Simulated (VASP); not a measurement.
A run of VASP 6.6.1 is set up as follows.

The input INCAR:

```
PREC = Accurate
ENCUT = 600
EDIFF = 1E-7
ISMEAR = 0
SIGMA = 0.03
LREAL = False
LASPH = True
NELM = 80
ALGO = Normal
ISIF = 3
LWAVE = False
LCHARG = False
GGA = AM
IBRION = 2
NSW = 90
EDIFFG = -0.005
```

File KPOINTS:

```
regular mesh
0
Gamma
  9 9 5
```

Contents of POSCAR:

```
ZnO                                     
1.0
    3.2429723548      0.0000000000     -0.0000000000
   -1.6214861774      2.8084964430      0.0000000000
    0.0000000000      0.0000000000      5.2271738557
  Zn              O             
     2     2
Direct
     0.3333333332999970    0.6666666667000030    0.4996922335709584
     0.6666666667000030    0.3333333332999970    0.9996922335709586
     0.6666666667000030    0.3333333332999970    0.3793177664290425
     0.3333333332999970    0.6666666667000030    0.8793177664290424
```

Potentials or basis: VASP PAW PBE potentials, release 64 (Zn, O).

Launch:

```bash
$ cat potpaw_PBE.64/Zn/POTCAR potpaw_PBE.64/O/POTCAR > POTCAR
$ mpirun -np 1 vasp_std > vasp.out
```

Question: Predict the space group after relaxing (to 0.05 Å).

Answer: P6_3mc (No. 186).

Question: What does it give for the band gap on the k mesh?

Answer: 0.80 eV, direct.

Question: What does it give for the relaxed cell?

Answer: a = 3.243 Å, b = 3.243 Å, c = 5.228 Å, α = 90.00°, β = 90.00°, γ = 120.00°.

Forces in eV/Å, atoms in the order of the input:
```
Zn   0.000  0.000  0.003
Zn   0.000  0.000  0.003
O    0.000  0.000 -0.003
O    0.000  0.000 -0.003
```

Caveat: the PAW data sets were made with another functional, which shifts forces and pressure a little.
